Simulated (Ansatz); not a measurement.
SnO under changes of volume

One of the cells (17.769 Å³/atom); the others are scaled copies at fixed shape and fractional positions:

```
CELL_PARAMETERS angstrom
3.81370 0.00000 0.00000
0.00000 3.81370 0.00000
0.00000 0.00000 4.88691
ATOMIC_POSITIONS crystal
Sn 0.50000 0.00000 0.76463
Sn 0.00000 0.50000 0.23537
O 0.00000 0.00000 0.00000
O 0.50000 0.50000 0.00000
```

The cell is a database's computed one.

- Program: Ansatz 0.2.0
- Functional: m-r2SCAN
- Potentials or basis: Ansatz PAW
- Cutoff: 500 eV (not typed: the program's choice for these potentials)
- k mesh: 7 × 7 × 6
- Occupations: fermi-dirac, width 0.05 eV
- Spin: no spin polarisation

```tsv
volume (Å³/atom)	energy over the lowest point (meV/atom)	pressure (GPa)	gap on the mesh (eV)	largest force (eV/Å)
16.703	18.49	6.4	0.23	0.813
17.058	7.19	3.8	0.32	0.473
17.414	1.21	1.6	0.41	0.160
17.769	0.00	-0.5	0.50	0.130
18.125	3.07	-2.3	0.58	0.399
18.480	9.98	-3.9	0.66	0.649
18.835	?	?	?	?
```

**Question.** What does the run at 18.835 Å³/atom give?

**Answer.** Energy over the lowest point 20.33 meV/atom; pressure -5.4 GPa; gap on the mesh 0.73 eV; largest force 0.881 eV/Å.

Worked out: A Birch-Murnaghan fit of order 3 (a polynomial in V^(-2/3)) to the other rows has its minimum at 17.69 Å³/atom with B0 = V·E''(V) = 98 GPa and B' = 4.4 at fixed shape and positions, which overstates the stiffness. It gives 20.32 meV/atom at 18.835 Å³/atom, against the run's 20.33, and -dE/dV = -5.4 GPa, against -5.4. A straight line through the other rows of the gap, of slope 4.27 eV per unit of ln V, extrapolates to 0.74 eV, against the run's 0.73.

Energies are extrapolated to zero smearing.

Caveats: odd divisions of the mesh miss points on the zone boundary, where band edges often lie, so the gap on the mesh can be too wide; spin-orbit coupling is left out, which moves the levels of the heavy elements; the PAW data sets come from PBE, with cores solved anew for the run's functional, which leaves a small shift of forces and pressure.

A mesh can miss the band edges.
